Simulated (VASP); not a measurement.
# GaSb (F-43m) in VASP: further runs

GaSb is run at these levels: r2SCAN, PBE exchange alone, PBE; tasks: single point, relaxation of cell and atoms.

Everything below comes from runs of VASP 6.6.1. Logs are shortened: lines on timing, memory, paths and dates and some standing lists are left out, and cuts for length are marked.

**The experiment to reproduce.**

A printed reference work, data compilation reports, for a bulk crystal of GaSb at 4.2 K: band gap 0.811 eV (direct).

The results are compared with them further down.

### Step 1. The cell of the first run

Symmetry: F-43m, No. 216, cubic system. Conventional cell: a = 6.238 Å, b = 6.238 Å, c = 6.238 Å, α = 90.00°, β = 90.00°, γ = 90.00°. Sb (site symmetry -43m) has 4 Ga at 2.70 Å within 3.6 Å. Within 3.6 Å of Ga (site symmetry -43m) lie 4 Sb at 2.70 Å.

### Step 2. Single point, r2SCAN

POSCAR

```
GaSb
1.0
    0.0000000000      3.1189956238      3.1189956238
    3.1189956238      0.0000000000      3.1189956238
    3.1189956238      3.1189956238      0.0000000000
Sb Ga
1 1
Direct
    0.7500000000      0.7500000000      0.7500000000
    0.0000000000      0.0000000000      0.0000000000
```

INCAR.step1

```
PREC = Accurate ; ENCUT = 520
ISMEAR = -1 ; SIGMA = 0.05
LREAL = False ; LASPH = True
NELM = 60 ; NBANDS = 16
GGA = PE ; ALGO = Normal
EDIFF = 1E-4 ; LWAVE = True
LCHARG = False
```

INCAR.step2

```
PREC = Accurate ; ENCUT = 520
EDIFF = 1E-7 ; ISMEAR = -1
SIGMA = 0.05 ; LREAL = False
LASPH = True ; NELM = 60
ALGO = Normal ; ISIF = 2
LWAVE = False ; LCHARG = False
METAGGA = R2SCAN ; LMIXTAU = True
NBANDS = 16 ; ISTART = 1
```

KPOINTS

```
Automatic mesh
0
Gamma
  8 8 8
```

Potentials or basis: VASP PAW PBE potentials, release 64 (Sb, Ga_d).

The run is started by

```
cat potpaw_PBE.64/Sb/POTCAR potpaw_PBE.64/Ga_d/POTCAR > POTCAR
cp INCAR.step1 INCAR
mpirun -np 1 vasp_std > vasp.out
cp INCAR.step2 INCAR
mpirun -np 1 vasp_std > vasp.out
```

OUTCAR:

```text
PREC = Accurate
   ENCUT = 520
   EDIFF = 1E-7
   ISMEAR = -1
   LREAL = False
   LASPH = True
   NELM = 60
   ISIF = 2
   METAGGA = R2SCAN
   ISTART = 1

 ion  position               nearest neighbor table
   1  0.750  0.750  0.750-   2 2.70   2 2.70   2 2.70   2 2.70
   2  0.000  0.000  0.000-   1 2.70   1 2.70   1 2.70   1 2.70

  LATTYP: Found a face centered cubic cell.
 ALAT       =     6.2379912476

  Lattice vectors:

 A1 = (   0.0000000000,   3.1189956238,   3.1189956238)
 A2 = (   3.1189956238,   0.0000000000,   3.1189956238)
 A3 = (   3.1189956238,   3.1189956238,   0.0000000000)

Analysis of symmetry for initial positions (statically):
=====================================================================
 Subroutine PRICEL returns:
 Original cell was already a primitive cell.

 Routine SETGRP: Setting up the symmetry group for a
 face centered cubic supercell.

 Subroutine GETGRP returns: Found 24 space group operations
 (whereof 24 operations were pure point group operations)
 out of a pool of 48 trial point group operations.

The static configuration has the point symmetry T_d .

Analysis of symmetry for dynamics (positions and initial velocities):
=====================================================================
 Subroutine PRICEL returns:
 Original cell was already a primitive cell.

 Routine SETGRP: Setting up the symmetry group for a
 face centered cubic supercell.

 Subroutine GETGRP returns: Found 24 space group operations
 (whereof 24 operations were pure point group operations)
 out of a pool of 48 trial point group operations.

The dynamic configuration has the point symmetry T_d .

 Subroutine INISYM returns: Found 24 space group operations
 (whereof 24 operations are pure point group operations),
 and found     1 'primitive' translations

----------------------------------------------------------------------------------------

                                     Primitive cell

  volume of cell :      60.6840

  direct lattice vectors                    reciprocal lattice vectors
     0.000000000  3.118995624  3.118995624    -0.160308016  0.160308016  0.160308016
     3.118995624  0.000000000  3.118995624     0.160308016 -0.160308016  0.160308016
     3.118995624  3.118995624  0.000000000     0.160308016  0.160308016 -0.160308016

[... 73 lines left out ...]
 SYSTEM =  unknown system
   PREC   = accura    normal or accurate (medium, high low for compatibility)
   ISTART =      1    job   : 0-new  1-cont  2-samecut
   ICHARG =      0    charge: 1-file 2-atom 10-const
   ISPIN  =      1    spin polarized calculation?
   LNONCOLLINEAR =      F non collinear calculations
   LSORBIT =      F    spin-orbit coupling
   LASPH  =      T    aspherical Exc in radial PAW
   ENCUT  =  520.0 eV  38.22 Ry    6.18 a.u.   8.20  8.20  8.20*2*pi/ulx,y,z
   NELM   =     60;   NELMIN=  2; NELMDL=  0     # of ELM steps
   EDIFF  = 0.1E-06   stopping-criterion for ELM
   LREAL  =      F    real-space projection
   EDIFFG = 0.1E-05   stopping-criterion for IOM
   NSW    =      0    number of steps for IOM
   IBRION =     -1    ionic relax: 0-MD 1-quasi-New 2-CG
   NFREE  =      0    steps in history (QN), initial steepest desc. (CG)
   ISIF   =      2    stress and relaxation
   ISYM   =      2    0-nonsym 1-usesym 2-fastsym
   POTIM  = 0.5000    time-step for ionic-motion
   TEBEG  =    0.0;   TEEND  =   0.0 temperature during run
   PSTRESS=    0.0 pullay stress
   NELECT =      18.0000    total number of electrons
   NUPDOWN=      -1.0000    fix difference up-down
   EMIN   =  10.00;   EMAX   =-10.00  energy-range for DOS
   EFERMI =   0.00;   METHOD = LEGACY
   ISMEAR =    -1;   SIGMA  =   0.05  broadening in eV -4-tet -1-fermi 0-gaus
   EFERMI_NEDOS =   21; number of points for ismear=-14 and -15
   IALGO  =     38    algorithm
   IMIX   =      4    mixing-type and parameters
     AMIX     =   0.40;   BMIX     =  1.00
     AMIX_MAG =   1.60;   BMIX_MAG =  1.00
  volume/ion in A,a.u.               =      30.34       204.76
  Fermi-wavevector in a.u.,A,eV,Ry     =   1.091794  2.063192 16.218352  1.192015
  Thomas-Fermi vector in A             =   2.228047
   LORBIT       =      0    0 simple, 1 ext, 2 COOP (PROOUT), +10 PAW based schemes
   METAGGA = R2SCAN    functional components
   LHFCALC =     F    Hartree Fock is set to
   AEXX    =    0.0000 exact exchange contribution
   IVDW    =     0    specifies the selected vdW correction
   LEPSILON=     F    determine dielectric tensor
   LRPA    =     F    only Hartree local field effects (RPA)
 non-spin polarized calculation
  energy-cutoff  :      520.00
  volume of cell :       60.68
 maximum number of plane-waves:      1660
 NGX is ok and might be reduce to    36
   NGX = 17   NGY = 17   NGZ = 17

 number of electron      17.9999992 magnetization

 Free energy of the ion-electron system (eV)
  ---------------------------------------------------
  ext. energy  EPLUGINS =         0.00000000
  ---------------------------------------------------
  free energy    TOTEN  =       -37.57802863 eV

  energy without entropy =      -37.57753195  energy(sigma->0) =      -37.57778029

 E-fermi :   4.1648     XC(G=0):  -9.4536

 val. band max:        4.1182124194   @ k =   0.0000   0.0000   0.0000
 cond. band min:       4.6545695150   @ k =   0.5000   0.0000   0.0000
 fundamental gap:      0.5363570957
 Fermi energy:         4.1648433016

 k-point     1 :       0.0000    0.0000    0.0000
  band No.  band energies     occupation
      1     -11.2917      2.00000
      2     -11.2917      2.00000
      3     -11.2917      2.00000
      4     -11.2435      2.00000
      5     -11.2435      2.00000
      6      -7.4236      2.00000
[... 433 lines left out ...]
      3     -11.2767      2.00000
      4     -11.2461      2.00000
      5     -11.2432      2.00000
      6      -5.5076      2.00000
[... 8 lines left out ...]
     15      14.2299      0.00000
     16      14.6392      0.00000

 [... further k-points ...]
[... 5 lines left out ...]
  --------------------------------------------------------------------------------------
  -------------------------------------------------------------------------------------
  Total       -0.8796570     -0.8796570     -0.8796570      0.0000000     -0.0000000     -0.0000000
  in kB      -23.2246759    -23.2246759    -23.2246759      0.0000000     -0.0000000     -0.0000000
  external PRESSURE =     -23.2246759 kB  Pullay stress =       0.0000000 kB

 VOLUME and BASIS-vectors are now :
 -----------------------------------------------------------------------------
  energy-cutoff  :      520.00
  volume of cell :       60.68
      direct lattice vectors                 reciprocal lattice vectors
     0.000000000  3.118995624  3.118995624    -0.160308016  0.160308016  0.160308016
     3.118995624  0.000000000  3.118995624     0.160308016 -0.160308016  0.160308016
     3.118995624  3.118995624  0.000000000     0.160308016  0.160308016 -0.160308016

 POSITION                                       TOTAL-FORCE (eV/Angst)
 -----------------------------------------------------------------------------------
      4.67849      4.67849      4.67849         0.000000      0.000000      0.000000
      0.00000      0.00000      0.00000        -0.000000     -0.000000     -0.000000
 -----------------------------------------------------------------------------------
    total drift:                               -0.000007     -0.000007     -0.000007

  FREE ENERGIE OF THE ION-ELECTRON SYSTEM (eV)
  ---------------------------------------------------
  free  energy   TOTEN  =       -37.5780286303 eV

  energy  without entropy=      -37.5775319452  energy(sigma->0) =      -37.57778029
```

OUTCAR.step1:

```text
PREC = Accurate
   ENCUT = 520
   ISMEAR = -1
   LREAL = False
   LASPH = True
[... 677 lines left out ...]
      4.67849      4.67849      4.67849         0.000000      0.000000      0.000000
      0.00000      0.00000      0.00000        -0.000000     -0.000000     -0.000000
 -----------------------------------------------------------------------------------
    total drift:                               -0.000001     -0.000001     -0.000001

  FREE ENERGIE OF THE ION-ELECTRON SYSTEM (eV)
  ---------------------------------------------------
  free  energy   TOTEN  =        -7.3659858350 eV

  energy  without entropy=       -7.3654534822  energy(sigma->0) =       -7.36571966
```

OSZICAR.step1:

```text
N       E                     dE             d eps       ncg     rms          rms(c)
DAV:   1     0.836888212272E+02    0.83689E+02   -0.85849E+03   928   0.136E+03
DAV:   2    -0.701201312741E+00   -0.84390E+02   -0.81322E+02  1104   0.302E+02
DAV:   3    -0.729076797987E+01   -0.65896E+01   -0.65757E+01  1112   0.658E+01
DAV:   4    -0.740984456221E+01   -0.11908E+00   -0.11906E+00  1184   0.997E+00
DAV:   5    -0.741261030846E+01   -0.27657E-02   -0.27657E-02  1192   0.134E+00    0.296E+00
DAV:   6    -0.737467077229E+01    0.37940E-01   -0.61581E-02  1328   0.374E+00    0.176E+00
DAV:   7    -0.736446071973E+01    0.10210E-01   -0.33603E-02  1032   0.146E+00    0.342E-01
DAV:   8    -0.736544501733E+01   -0.98430E-03   -0.42559E-03  1256   0.725E-01    0.713E-02
DAV:   9    -0.736592832104E+01   -0.48330E-03   -0.62733E-04  1072   0.198E-01    0.298E-02
DAV:  10    -0.736598583500E+01   -0.57514E-04   -0.57500E-05   976   0.433E-02
   1 F= -.73659858E+01 E0= -.73657197E+01  d E =-.532353E-03
```

Run time: 1.7 min. Hardware: 1 thread of AMD EPYC 9R45 (Zen 5), shared host; peak memory 0.2 GiB.

What came out:

| Property | Result |
| --- | --- |
| Free energy | -37.5780 eV |
| Pressure | -2.3 GPa |

Levels at points of the mesh, in eV from the Fermi level:
| k point | band 5 | band 6 | band 7 | band 8 | band 9 | band 10 | band 11 | band 12 | band 13 | band 14 |
| --- | --- | --- | --- | --- | --- | --- | --- | --- | --- | --- |
| (0.00, 0.00, 0.00) | -15.41 | -11.59 | -0.06 | -0.06 | -0.06 | -0.05 | 2.94 | 2.94 | 2.94 | 6.20 |
| (0.50, 0.00, 0.00) | -15.41 | -10.02 | -6.36 | -1.18 | -1.18 | 0.49 | 3.95 | 3.95 | 6.87 | 9.53 |
| (0.50, 0.50, 0.00) | -15.40 | -9.22 | -6.84 | -2.55 | -2.55 | 1.11 | 1.52 | 8.81 | 8.81 | 10.21 |

Caveat: the PAW data sets were made with another functional, which shifts forces and pressure a little; spin-orbit coupling is left out, which moves the levels of the heavy elements.

### Step 3. Relaxation of cell and atoms, PBE exchange alone

This run uses another cell than the first one, of 28.62 Å³/atom, 0.943 times its volume.

INCAR

```
AGGAC = 0.0 ; ALDAC = 0.0
ALGO = Normal ; EDIFF = 1E-7
EDIFFG = -0.01 ; ENCUT = 600
GGA = PE ; IBRION = 2
ISIF = 3 ; ISMEAR = -1
LASPH = T ; LCHARG = F
LREAL = F ; LWAVE = F
NELM = 80 ; NSW = 60
PREC = Accurate ; SIGMA = 0.05
```

KPOINTS

```
k-points
0
Gamma
  8 8 8
```

POSCAR

```
GaSb
1.0
    0.0000000000      3.0590000000      3.0590000000
    3.0590000000      0.0000000000      3.0590000000
    3.0590000000      3.0590000000      0.0000000000
Sb Ga
1 1
Direct
    0.7500000000      0.7500000000      0.7500000000
    0.0000000000      0.0000000000      0.0000000000
```

Potentials or basis: VASP PAW PBE potentials, release 64 (Sb, Ga_d).

The run is started by

```
cat potpaw_PBE.64/Sb/POTCAR potpaw_PBE.64/Ga_d/POTCAR > POTCAR
mpirun -np 1 vasp_std > vasp.out
```

It took 57 s on 1 thread of AMD EPYC 9R45 (Zen 5), shared host; peak memory 0.2 GiB.

It converged, with:

```yaml
Free_energy: -4.9721 eV
Relaxed_volume: 36.53 Å³/atom
Relaxed_cell: a = 4.692 Å, b = 4.692 Å, c = 4.692 Å, α = 60.00°, β = 60.00°, γ = 60.00°
Space_group_after_relaxing_to_0.05_Å: F-43m (No. 216)
Energy_gained_by_relaxing: 199.7 meV/atom
Ionic_steps: 4
Pressure_after_relaxing: 0.0 GPa
Band_gap_on_the_k_mesh: zero (band 9 reaches 4.08 eV, above the bottom of band 10 at 4.04 eV)
```

Step by step:
| step | energy change (eV) | largest force (eV/Å) | pressure (GPa) | volume (Å³) |
| --- | --- | --- | --- | --- |
| 1 | 0.0000 | 0.0000 | 10.43 | 57.25 |
| 2 | -0.3980 | 0.0000 | -0.37 | 74.12 |
| 3 | -0.3994 | 0.0000 | 0.06 | 72.72 |
| 4 | -0.3994 | 0.0000 | -0.04 | 73.05 |

Final structure:
```
Sb Ga
1.0
     0.00000    3.31795    3.31795
     3.31795    0.00000    3.31795
     3.31795    3.31795    0.00000
Sb Ga
1 1
Cartesian
  4.9769 4.9769 4.9769
  0.0000 3.3180 3.3180
```

Levels at points of the mesh, in eV from the Fermi level:
| k point | band 7 | band 8 | band 9 | band 10 | band 11 | band 12 |
| --- | --- | --- | --- | --- | --- | --- |
| (0.00, 0.00, 0.00) | -1.56 | 0.05 | 0.05 | 0.05 | 2.82 | 2.82 |
| (0.50, 0.00, 0.00) | -5.38 | -0.77 | -0.77 | 0.01 | 3.72 | 3.72 |
| (0.50, 0.50, 0.00) | -5.86 | -1.79 | -1.79 | 1.08 | 1.71 | 7.15 |

Caveat: the volume moved by over 15 % at a fixed basis, so the end points are rough; spin-orbit coupling is left out, which moves the levels of the heavy elements; the volume moved by +28 % from the deposited cell, more than functionals usually miss. Zero-point motion and thermal expansion aren't in these numbers.

(Part 1 of 2 ends here.)
